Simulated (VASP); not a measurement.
Crystal: Sn.

```
Sn
1.0
    -1.72654    1.77555    2.33834
     1.72654   -1.77555    2.33834
     1.72654    1.77555   -2.33834
Sn
1
Direct
  0.00000 0.00000 0.00000
```

This isn't the form of Sn at room conditions, which is tetragonal (white tin).

* Program: VASP 6.6.1
* Task: relaxation of cell and atoms
* Functional: r2SCAN
* Potentials or basis: VASP PAW PBE potentials, release 64 (Sn_d)
* Cutoff: 600 eV
* k mesh: 16 × 16 × 16
* Occupations: gaussian, width 0.1 eV
* Spin: no spin polarisation

At the start: pressure -2.2 GPa; volume 28.67 Å³/atom.

**Question.** How do energy, volume and symmetry change on relaxing?

**Answer.** Over 22 steps the energy falls by 14.0 meV/atom and the volume is 27.24 Å³/atom (-5.0 %); space group I4/mmm (No. 139, to 0.05 Å).

Step by step:
```csv
step,energy change (eV),largest force (eV/Å),pressure (GPa),volume (Å³)
1,0.0000,0.0000,-2.20,28.67
2,-0.0099,0.0000,0.46,27.07
3,-0.0101,0.0000,0.04,27.29
4,-0.0105,0.0000,0.04,27.28
5,-0.0113,0.0000,0.06,27.27
6,-0.0110,0.0000,0.17,27.22
7,-0.0115,0.0000,0.07,27.25
8,-0.0119,0.0000,-0.09,27.34
9,-0.0125,0.0000,-0.44,27.53
10,-0.0111,0.0000,-1.13,27.87
11,-0.0126,0.0000,-0.59,27.60
12,-0.0127,0.0000,-0.59,27.59
13,-0.0129,0.0000,-0.58,27.59
14,-0.0130,0.0000,-0.57,27.56
15,-0.0133,0.0000,-0.47,27.51
16,-0.0137,0.0000,-0.17,27.34
17,-0.0135,0.0000,0.48,26.99
18,-0.0138,0.0000,0.07,27.21
19,-0.0138,0.0000,0.06,27.21
20,-0.0139,0.0000,0.04,27.22
21,-0.0140,0.0000,-0.01,27.24
22,-0.0140,0.0000,0.00,27.24
```

Final structure:
```
CELL_PARAMETERS angstrom
-1.76570 1.76631 2.18333
1.76570 -1.76631 2.18333
1.76570 1.76631 -2.18333
ATOMIC_POSITIONS crystal
Sn 0.00000 0.00000 0.00000
```

Caveat: the PAW data sets were made with another functional, which shifts forces and pressure a little.
